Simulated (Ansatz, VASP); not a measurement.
# AlGaAs2 in two plane-wave programs, part 2 of 2

Wanted: the spread between two codes on one cell, functional and k mesh. The cell is generated by rule, not measured, and may not be a known phase. The cell is taken from a series of runs on this material, whose earlier steps may have relaxed, scaled, displaced or heated it; both programs get it as it stands.

VASP 6.6.1 and Ansatz 0.2.0.

So far. Step 2 (VASP: single point, HSE06): The run ends at a pressure of 0.39 GPa, with forces up to 0.068 eV/Å.

The structure was built from a prototype and need not be the compound's stable phase.

### Step 3. Ansatz: single point, HSE06

Level of this step: Ansatz beside VASP: Kohn-Sham DFT, plane waves, HSE06 (Ansatz).

Ansatz runs on its PAW soft_1 files.

The same cell, functional and mesh now go to Ansatz, which takes its cutoff from its data sets.

input.yaml

```yaml
crystal:
  lattice:
    - [4.01296371, 0.0, 0.0]
    - [0.0, 4.0129615561, 0.0]
    - [0.0, 0.0, 5.6531360354]
  atoms:
    - { symbol: Ga, position: [0.0, 0.0, 0.124869138] }
    - { symbol: As, position: [0.5, 0.0, 0.3751067991] }
    - { symbol: Al, position: [0.5, 0.5, 0.6248211407] }
    - { symbol: As, position: [0.0, 0.5, 0.8745754091] }
kpoints:
  mp_grid: { grid: [4, 4, 4] }
  band_path:
    path:
      - [0.0, 0.0, 0.0]
      - [0.5, 0.0, 0.0]
      - [0.5, 0.5, 0.0]
      - [0.0, 0.5, 0.0]
      - [0.0, 0.0, 0.5]
      - [0.5, 0.0, 0.5]
      - [0.5, 0.5, 0.5]
      - [0.0, 0.5, 0.5]
    npoints: 1
hamiltonian:
  xc: hse06
  pseudopotentials: { kind: paw, azcp: { folder: "./paw" } }
scf:
  occupations: { method: fixed }
  n_extra_bands: 5
output:
  eigenvalues: true
```

The run is started by

```console
ansatz run input.yaml --threads 3 --pin off --max-ram 92160MiB --backend cuda --events-out ev --progress --plain --runs-dir out --devices 1 --max-vram 13GiB
```

Numbers of over 12 decimals in the logs are rounded to 6 here.

Log:

```text
scf.n_extra_bands = 5 over 23 filled bands (N_el = 46.0): the run solves 28 bands
GPUs: using 1 of 1 available (devices: 1).
Engine: ansatz 0.2.0, x86_64-unknown-linux-gnu
Pseudopotentials: kind: paw
Pseudopotential: Ga, paw, valence charge 13, recommended cutoff 420 eV (normal), <dir>
Pseudopotential: As, paw, valence charge 15, recommended cutoff 420 eV (normal), <dir>
Pseudopotential: Al, paw, valence charge 3, recommended cutoff 420 eV (normal), <dir>
Functional definition: HSE06
  parameter a = 0.25
  parameter omega = 0.11/bohr
  exchange = pbe_x - a*pbe_x_sr(omega) + a*exact_x_sr(omega)
  correlation = pbe_c
davidson cushion auto → on  (no smearing: the cushion is to keep the highest requested band from converging to the state above it; pin scf.eigensolver.cushion to override)
device memory: the entry about to start is reckoned to put 1.0 GiB on a device that reports 75.0 GiB free (of which the cap on the GPU budget leaves the run 13.0 GiB)
GPU FFT provider: cuFFT
GPU libraries: cuBLAS 13.8.2, cuFFT 12.4.0, cuSOLVER 12.3.4
Crystal: 4 atoms, lattice volume = 91.037 Å³
Basis set: ecut = 420 eV, 1787 PW (Γ)
Bands: 28, of which v1, the nominal top of the filled ones, is band 23 counted from 1 (22 counted from 0)
Symmetry: 4 space group operations
Space group: Pmm2 (ITA 25), of the structure as read, at distance tolerance 4.5e-5 Å
k-points: 27 of 64 (time reversal used)
Non-local potential: Ga, projectors of the file, l = 0: 2, l = 1: 2, l = 2: 3, l = 3: 1
Non-local potential: As, projectors of the file, l = 0: 2, l = 1: 2, l = 2: 3, l = 3: 1
Non-local potential: Al, projectors of the file, l = 0: 2, l = 1: 2, l = 2: 1
PAW form: soft (Blöchl's): semilocal exchange-correlation on the pseudo side does not see the compensation charge
PAW frozen core: Ga, regenerated for the run's functional, and the local potential with it (the file was generated under x = pbe(κ = 0.804, μ = 0.219515), c = pbe(β = 0.066725))
PAW frozen core: As, regenerated for the run's functional, and the local potential with it (the file was generated under x = pbe(κ = 0.804, μ = 0.219515), c = pbe(β = 0.066725))
PAW frozen core: Al, regenerated for the run's functional, and the local potential with it (the file was generated under x = pbe(κ = 0.804, μ = 0.219515), c = pbe(β = 0.066725))
PAW one-centre angular grid: Ga, 590 points (default); XC on 64 Gauss nodes
PAW one-centre angular grid: As, 590 points (default); XC on 64 Gauss nodes
PAW one-centre angular grid: Al, 110 points (default); XC on 64 Gauss nodes
Initial density: superposition of atomic densities (chi_scale 0.1, normalization cell, long waves kept (reshape's long-wave potential 0.01 eV rms))
Initial wavefunctions: pseudopotential atomic-orbital guess
GPU buffer pool allocated for 29160 grid points (all kernels)
GPU transforms: local potential and band sums: pruned to the plane-wave sphere, on 27×27×40
Functional: x = pbe(κ = 0.804, μ = 0.219515), c = pbe(β = 0.066725), warm-up for x = pbe(κ = 0.804, μ = 0.219515) + 0.25 (exact − pbe) at short range (hse, ω = 0.207870 Å⁻¹), c = pbe(β = 0.066725); HSE06 as pw.x's `hse` composes it (authors' and Libxc's form: `xc: wpbeh`)
SCF iter   1: F=—  HF=-14034.381859 eV  |F-HF|=—  |Δ(HF+E_count)|=         —  Δρ=4.20e-2  dr2=1.09e0  ethr=1.00e-1  ⟨swp⟩=5.2  Hψ=2189  notcnv=0
preconditioner: auto → none  [insulator: Δε(μ)=1.165 eV  Ē_g=13.014 eV  n_scr=20 (ndim 8)  ℏωp=19.8 eV  f_vac=0.000]
SCF iter   2: F=—  HF=-14034.391241 eV  |F-HF|=—  |Δ(HF+E_count)|=   9.38e-3  Δρ=1.91e-2  dr2=2.31e-1  ethr=2.36e-3  ⟨swp⟩=5.4  Hψ=2239  notcnv=0  defer=5
SCF iter   3: F=—  HF=-14034.390838 eV  |F-HF|=—  |Δ(HF+E_count)|=   4.03e-4  Δρ=6.05e-3  dr2=1.15e-1  ethr=5.01e-4  ⟨swp⟩=4.2  Hψ=2125  notcnv=0  defer=1
iter 4 solved again at ethr=4.64e-6 eV; its pass at ethr=2.49e-4 eV (dr2=2.13e-3 eV) is discarded
SCF iter   4: F=—  HF=-14034.356414 eV  |F-HF|=—  |Δ(HF+E_count)|=   3.44e-2  Δρ=1.19e-3  dr2=2.36e-3  ethr=4.64e-6  ⟨swp⟩=4.3  Hψ=4250  notcnv=0  defer=2
SCF iter   5: F=—  HF=-14034.355897 eV  |F-HF|=—  |Δ(HF+E_count)|=   5.17e-4  Δρ=5.50e-4  dr2=1.61e-4  ethr=4.64e-6  ⟨swp⟩=3.3  Hψ=1874  notcnv=0
SCF iter   6: F=-14034.355942 eV  HF=-14034.355983 eV  |F-HF|=4.09e-5  |Δ(HF+E_count)|=   8.58e-5  Δρ=1.36e-4  dr2=2.07e-5  ethr=3.49e-7  ⟨swp⟩=4.1  Hψ=2528  notcnv=0  defer=1
SCF 1 stopped early in 6 iterations: F = -14034.355942 eV  dr2 = 2.07e-5
  greatest PAW one-centre occupation: 0.999 electrons in one spin orbital (limit 2), on the As atom at site 1 (counted from 0), in its partial waves of l = 2
device memory: the entry about to start is reckoned to put 1.6 GiB (of the 1.7 GiB reckoned in all, the device holds 0.1 GiB already) on a device that reports 74.3 GiB free (of which the cap on the GPU budget leaves the run 12.9 GiB)
GPU FFT provider: cuFFT
GPU libraries: cuBLAS 13.8.2, cuFFT 12.4.0, cuSOLVER 12.3.4
Initial density: handed on by an earlier stage of this run
Initial wavefunctions: those handed on with the density
GPU buffer pool allocated for 29160 grid points (all kernels)
GPU transforms: local potential and band sums: pruned to the plane-wave sphere, on 27×27×40
Functional: x = pbe(κ = 0.804, μ = 0.219515) + 0.25 (exact − pbe) at short range (hse, ω = 0.207870 Å⁻¹), c = pbe(β = 0.066725); HSE06 as pw.x's `hse` composes it (authors' and Libxc's form: `xc: wpbeh`)
Exchange kernel: α = 0.2500, screened, ω = 0.2079 Å⁻¹, Wigner–Seitz truncation, v(0) = 1038.8871 eV·Å³, q-mesh 4×4×4, nearest image of the exchange supercell L = 16.05 Å, pair-density grid 18×18×24, without the augmentation charges, whose exchange is taken in its separable form by FFT convolution over the k-point mesh (sized by the pseudopotential files, 27×27×40 at the most), smooth part of the exact exchange by density-matrix convolution in up to 3.69 GiB of GPU memory as planned if the GPU has room (build and FFT work areas not counted)
Frozen-core exchange: fock
SCF iter   1: F=—  HF=-14037.875780 eV  |F-HF|=—  |Δ(HF+E_count)|=         —  Δρ=1.02e-2  dr2=3.89e-2  ethr=4.49e-7  ⟨swp⟩=8.0  Hψ=4410  notcnv=0
preconditioner: auto → none  [insulator: Δε(μ)=1.814 eV  Ē_g=14.862 eV  n_scr=20 (ndim 8)  ℏωp=19.8 eV  f_vac=0.032]
SCF iter   2: F=—  HF=-14037.848045 eV  |F-HF|=—  |Δ(HF+E_count)|=   2.77e-2  Δρ=2.29e-3  dr2=7.30e-3  ethr=4.49e-7  ⟨swp⟩=5.0  Hψ=3346  notcnv=0
SCF iter   3: F=—  HF=-14037.846996 eV  |F-HF|=—  |Δ(HF+E_count)|=   1.05e-3  Δρ=1.27e-3  dr2=1.75e-3  ethr=4.49e-7  ⟨swp⟩=4.4  Hψ=2979  notcnv=0
SCF iter   4: F=—  HF=-14037.861575 eV  |F-HF|=—  |Δ(HF+E_count)|=   1.46e-2  Δρ=1.06e-3  dr2=5.17e-4  ethr=4.49e-7  ⟨swp⟩=4.6  Hψ=3207  notcnv=0
SCF iter   5: F=—  HF=-14037.861371 eV  |F-HF|=—  |Δ(HF+E_count)|=   2.04e-4  Δρ=8.90e-5  dr2=3.60e-5  ethr=4.49e-7  ⟨swp⟩=3.0  Hψ=2425  notcnv=0
SCF iter   6: F=-14037.861594 eV  HF=-14037.861601 eV  |F-HF|=7.05e-6  |Δ(HF+E_count)|=   2.30e-4  Δρ=1.29e-4  dr2=1.22e-5  ethr=1.59e-8  ⟨swp⟩=4.9  Hψ=2944  notcnv=0
SCF 2 stopped early in 6 iterations: F = -14037.861594 eV  dr2 = 1.22e-5
  greatest PAW one-centre occupation: 0.999 electrons in one spin orbital (limit 2), on the As atom at site 3 (counted from 0), in its partial waves of l = 2
hybrid outer 1: dexx = +1.640e-2 eV, tail = 1.14e-4 eV
GPU FFT provider: cuFFT
GPU libraries: cuBLAS 13.8.2, cuFFT 12.4.0, cuSOLVER 12.3.4
GPU buffer pool allocated for 29160 grid points (all kernels)
GPU transforms: local potential and band sums: pruned to the plane-wave sphere, on 27×27×40
Exchange kernel: α = 0.2500, screened, ω = 0.2079 Å⁻¹, Wigner–Seitz truncation, v(0) = 1038.8871 eV·Å³, q-mesh 4×4×4, nearest image of the exchange supercell L = 16.05 Å, pair-density grid 18×18×24, without the augmentation charges, whose exchange is taken in its separable form by FFT convolution over the k-point mesh (sized by the pseudopotential files, 27×27×40 at the most), smooth part of the exact exchange by density-matrix convolution in up to 3.69 GiB of GPU memory as planned if the GPU has room (build and FFT work areas not counted)
Frozen-core exchange: fock
SCF iter   1: F=—  HF=-14037.861848 eV  |F-HF|=—  |Δ(HF+E_count)|=         —  Δρ=6.31e-5  dr2=3.07e-6  ethr=1.24e-6  ⟨swp⟩=3.1  Hψ=1768  notcnv=0
preconditioner: auto → none  [insulator: Δε(μ)=1.877 eV  Ē_g=14.737 eV  n_scr=20 (ndim 8)  ℏωp=19.8 eV  f_vac=0.034]
SCF iter   2: F=—  HF=-14037.861853 eV  |F-HF|=—  |Δ(HF+E_count)|=   4.82e-6  Δρ=3.44e-5  dr2=1.31e-6  ethr=5.65e-9  ⟨swp⟩=4.3  Hψ=3119  notcnv=0
iter 3 solved again at ethr=1.77e-10 eV; its pass at ethr=2.44e-9 eV (dr2=8.16e-8 eV) is discarded
SCF iter   3: F=—  HF=-14037.861852 eV  |F-HF|=—  |Δ(HF+E_count)|=   4.69e-7  Δρ=1.45e-5  dr2=1.04e-7  ethr=1.77e-10  ⟨swp⟩=3.0  Hψ=3795  notcnv=0
SCF iter   4: F=-14037.861852 eV  HF=-14037.861852 eV  |F-HF|=2.71e-9  |Δ(HF+E_count)|=   2.54e-8  Δρ=3.03e-6  dr2=2.33e-8  ethr=1.77e-10  ⟨swp⟩=2.2  Hψ=1681  notcnv=0
SCF 3 converged in 4 iterations: F = -14037.861852 eV  dr2 = 2.33e-8
hybrid outer 2: dexx = +2.856e-6 eV, tail = 1.19e-7 eV, Δε = 4.93e-3 eV (about 2.24e-4 eV left of the loop's levels)
the search or the solves at the SCF's close seem to have found levels that the self-consistency loop had missed (the run counts 5). By its estimate they hold under 1e-12 electrons; where the run keeps them, the occupations were computed again with them
device memory: the entry about to start is reckoned to put 0.5 GiB on a device that reports 69.8 GiB free (of which the cap on the GPU budget leaves the run 13.0 GiB)
NSCF: frozen V_eff on 8 k-points
hybrid SCF converged: 2 outer / 10 inner (+6 warm-up), last move |dexx| = 2.86e-6 eV, tail = 1.19e-7 eV
Stability not checked: this state was not tested for a lower state beside it, because the functional holds exact exchange (a hybrid, or Hartree-Fock), whose exchange loop this test does not read (fock_operator; see scf.lower_state_search)
Free energy (F): -14037.861852 eV
Frozen-core exchange: fock
Harris-Foulkes:  -14037.861852 eV  (|F-HF|=2.71e-9)
Internal energy: -14037.861852 eV  (E = F + TS)
E sigma→0 (E₀):  -14037.861852 eV
Fermi energy:    6.516828 eV
--- Per-component energies (eV) ---
  E_band       = -720.520414
  E_kinetic    = 328.578306
  E_local      = -6341.198768  (includes V_loc(G=0)·N_el)
  E_nonlocal   = -871.749185
  E_hartree    = 3580.836419
  E_xc         = -196.303844
  E_vxc        = -187.860150  (∫ρ·V_xc dr)
  E_exx        = -174.315287  (= α·E_x^exact, valence–valence)
  E_paw        = -6362.304434  (= ΣΔE_a)
  E_vpaw       = -461.329623  (= ΣTr[D̂ρ^β])
  E_aug_tail   = -0.000274  (compensation charges beyond the density's cutoff)
  E_ewald      = -3999.951715
  E_core_change = -1.453070  (= ΣΔE_core)
  E_smearing   = -0.000000  (= −TS)
  E_closure    = -0.000000  (closes the sum)
  Σ components = -14037.861852   (vs F -14037.861852, Δ=-1.82e-12)
--- Band table (eV; the first three rows and the last of 27) ---
  k-point 0: bands = [... 19 lower, 3.8726, 6.5124, 6.5126, 6.5168, 8.4686, 8.6504, 9.4002, 11.3625, ... 1 higher]
  k-point 1: bands = [... 19 lower, 4.1322, 4.9180, 5.9100, 5.9102, 8.7296, 9.6687, 10.3872, 10.6649, ... 1 higher]
  k-point 2: bands = [... 19 lower, 4.7609, 4.7617, 5.0037, 5.0046, 9.2938, 9.6723, 10.8679, 10.9228, ... 1 higher]
  k-point 26: bands = [... 19 lower, 2.8475, 2.9760, 3.2328, 3.2329, 11.7859, 11.7868, 12.4008, 12.9503, ... 1 higher]
```

Reading the cycles: dr2 is the Hartree energy of the density residual (eV), the measure of convergence; HF is the Harris–Foulkes estimate of the energy, which meets the free energy F at convergence.

### Step 4. Side by side

Known differences besides the potentials themselves: exact exchange at q = 0 is treated differently, which shows on coarse meshes; VASP keeps PBE cores, Ansatz makes them for the functional; fixed occupations in Ansatz, narrow Gaussian smearing in VASP; the data sets hold 46 valence electrons in Ansatz (on its PAW soft_1 files) and 26 in VASP; the cutoff is 420 eV in Ansatz and 400 eV in VASP; VASP takes a coarser grid for exact exchange (PRECFOCK = Fast). Total energies have different zeros and are not compared.

Both answers:

```tsv
quantity	Ansatz	VASP	difference
gap on the k mesh (eV)	1.877	1.875	+0.002
```

A gap on the mesh is an upper bound, since the band edges may lie between its points.

### Step 5. What came out

```yaml
difference_in_gap_on_the_k_mesh_single_point_hse06: 0.0020 eV
```

The difference in gap on the k mesh is 0.0020 eV (single point, HSE06), within the 0.08 eV picked in this series as the mark of a large difference. The data sets hold unlike numbers of valence electrons (46 in Ansatz and 26 in VASP), so part of the differences comes from the potentials. Such differences can come from data sets, numerical settings and the points named under the comparisons, not from the functional's error against experiment.

[Lines on the potential files, build, host, timing and source positions are cut from VASP's logs without a mark.]

[Logs are printed without paths, hosts, clocks, repeated set-up lines and the standing remarks that a program may print on its own settings, such as how far it seeks lower states.]

[Hosts, paths, dates, database ids (printed as entryN), source tags and the programs' standing remarks are cut or masked in the printed files.]
